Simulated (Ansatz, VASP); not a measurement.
# Two plane-wave programs on Sb

```
Sb
1.0
    -3.10924    3.10924    3.10924
     3.10924   -3.10924    3.10924
     3.10924    3.10924   -3.10924
Sb
4
Direct
  0.49990 0.00000 0.00000
  0.00000 0.49990 0.00000
  0.00000 0.00000 0.49990
  0.50010 0.50010 0.50010
```

Alike in both runs: functional PBE; k mesh 10 × 10 × 10; occupations gaussian, width 0.1 eV; no spin polarisation.

Ansatz relaxed the structure, and its values are those at the end. VASP's run is a single point on that final structure, the one shown.

|  | VASP | Ansatz |
| --- | --- | --- |
| version | VASP 6.6.1 | Ansatz 0.2.0 |
| potentials or method | VASP PAW PBE potentials, release 64 (Sb) | scalar-relativistic, plane waves, PAW |
| plane-wave cutoff (eV) | 520 | 420 |
| valence electrons in the cell | 20 | 60 |

|  | VASP | Ansatz | Ansatz less VASP |
| --- | --- | --- | --- |
| gap on the k mesh at the Fermi level (eV) | none | none | - |
| pressure (GPa) | 0.0 | 0.0 | +0.03 |

A gap of «none» marks a metal or a gap that the smearing closes. The two sets of potentials don't hold the same shells in valence.

The runs have no spin-orbit coupling, so splittings on Sb are missing.
